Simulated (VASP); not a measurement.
KI, 2 atoms in the cell. Symmetry: Fm-3m, No. 225, cubic system. The conventional cell has a = 7.066 Å, b = 7.066 Å, c = 7.066 Å, α = 90.00°, β = 90.00°, γ = 90.00°. Around I (site symmetry m-3m) lie 6 K at 3.53 Å. K (site symmetry m-3m) has 6 I at 3.53 Å as nearest neighbours. 

- Program: VASP 6.6.1
- Task: relaxation of cell and atoms
- Functional: RPBE
- Dispersion: D4
- Potentials or basis: VASP PAW PBE potentials, release 64 (I, K_sv)
- Cutoff: 600 eV
- k mesh: 7 × 7 × 7
- Occupations: fermi-dirac, width 0.05 eV
- Spin: no spin polarisation
- Further INCAR settings: ALGO = Fast; EDIFF = 1e-06; IBRION = 2; EDIFFG = -0.01; NSW = 40; ISIF = 3

Potentials or basis: VASP PAW PBE potentials, release 64 (I, K_sv).

Run with:

```sh
$ cat potpaw_PBE.64/I/POTCAR potpaw_PBE.64/K_sv/POTCAR > POTCAR
$ mpirun -np 1 vasp_std > vasp.out
```

Hardware: 1 thread of Intel(R) Xeon(R) Platinum 8488C (Sapphire Rapids), on a shared host.

Task: How long does it take, and how much memory?

Result: Run time: 4.9 min on 1 thread of Intel(R) Xeon(R) Platinum 8488C (Sapphire Rapids) (shared host), peak memory 0.26 GiB. Counts: scf iterations 129, k points 20, ion steps 12.
